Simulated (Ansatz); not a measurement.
## Pt under changes of volume

One of the cells (15.080 Å³/atom); the others are scaled copies at fixed shape and fractional positions:

```
Pt
1.0
     0.00000    1.96090    1.96090
     1.96090    0.00000    1.96090
     1.96090    1.96090    0.00000
Pt
1
Cartesian
  0.0000 0.0000 0.0000
```

* Program: Ansatz 0.2.0
* Functional: RPBE
* Potentials or basis: Ansatz PAW
* Cutoff: 420 eV (not typed: the program's choice for these potentials)
* k mesh: 9 × 9 × 9
* Occupations: fermi-dirac, width 0.02 eV
* Spin: spin-orbit coupling, no magnetisation

```tsv
volume (Å³/atom)	energy over the lowest point (meV/atom)	pressure (GPa)
14.175	?	?
14.477	111.29	27.8
14.778	65.95	20.5
15.080	33.57	14.1
15.381	12.66	8.3
15.683	1.86	3.3
15.985	0.00	-1.2
```

Question: What does the run at 14.175 Å³/atom give?

Answer: Energy over the lowest point 171.25 meV/atom; pressure 36.1 GPa.

Worked out: A Birch-Murnaghan fit of order 3 (a polynomial in V^(-2/3)) to the other rows has its minimum at 15.90 Å³/atom with B0 = V·E''(V) = 228 GPa and B' = 5.7. It gives 171.53 meV/atom at 14.175 Å³/atom, against the run's 171.25, and -dE/dV = 36.2 GPa, against 36.1.

Energies are extrapolated to zero smearing.

Caveats: the PAW data sets come from PBE, with cores solved anew for the run's functional, which leaves a small shift of forces and pressure.
